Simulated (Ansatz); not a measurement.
Crystal: PtS2.

```
CELL_PARAMETERS angstrom
3.54320 0.00000 0.00000
-1.77160 3.06850 0.00000
0.00000 0.00000 5.03880
ATOMIC_POSITIONS crystal
Pt 0.00000 0.00000 0.00000
S 0.66667 0.33333 0.77300
S 0.33333 0.66667 0.22700
```

Base run:

* Program: Ansatz 0.2.0
* Functional: PBEsol
* Potentials or basis: Ansatz PAW
* Cutoff: 420 eV (not typed: the program's choice for these potentials)
* k mesh: 9 × 9 × 5
* Occupations: fermi-dirac, width 0.05 eV
* Spin: no spin polarisation
* Hubbard terms: Pt d U = 3 eV

Its results: band gap on the k mesh 0.91 eV, indirect (least direct gap 0.99 eV); pressure 6.8 GPa; largest force 1.031 eV/Å.

Problem. The run is repeated on the same cell with these changes: hubbard terms from Pt d U = 3 eV to Pt d U = 8 eV. What comes out?

Solution. Band gap on the k mesh 0.75 eV, indirect (least direct gap 0.89 eV); pressure 7.6 GPa; largest force 1.153 eV/Å.

Caveats: odd divisions of the mesh miss points on the zone boundary, where band edges often lie, so the gap on the mesh can be too wide; spin-orbit coupling is left out, which moves the levels of the heavy elements; the PAW data sets come from PBE, with cores solved anew for the run's functional, which leaves a small shift of forces and pressure; forces of over 1 eV/Å show positions far from the minimum, so gaps and moduli don't describe the material at rest.

A k mesh can miss the band edges.
